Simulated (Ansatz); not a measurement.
Input and command of a plane-wave DFT calculation in Ansatz:

```yaml
crystal:
  lattice:
    - [4.836962, 0.0, 0.0]
    - [0.0, 4.836962, 0.0]
    - [0.0, 0.0, 4.836962]
  atoms:
    - { symbol: In, position: [0.5, 0.5, 0.0] }
    - { symbol: In, position: [0.5, 0.0, 0.5] }
    - { symbol: In, position: [0.0, 0.5, 0.5] }
    - { symbol: Sb, position: [0.0, 0.0, 0.0] }
basis:
  ecutwfc: 420
kpoints:
  mp_grid: { grid: [4, 4, 4], shift: [0.5, 0.5, 0.5] }
hamiltonian:
  xc: pbesol
scf:
  occupations: { method: gaussian, width: 0.1 }
output:
  forces: true
  stress: true
  eigenvalues: true
```

```bash
ansatz run input.yaml --threads 1 --pin off --max-ram 2560MiB --backend cpu --events-out ev --progress --plain --runs-dir out
```

Processor: Intel(R) Xeon(R) Processor @ 2.70GHz, 1 thread, on a host shared with other jobs.

**Question.** Estimate time, memory and problem size.

**Answer.** About 2.3 s on 1 thread of Intel(R) Xeon(R) Processor @ 2.70GHz, with other jobs on the host, peak memory 0.36 GiB. It solves 33 bands at 4 k points (the mesh reduced by the symmetry that the task leaves, which can be less than the crystal's) with about 2205 plane waves, in 7 SCF iterations.
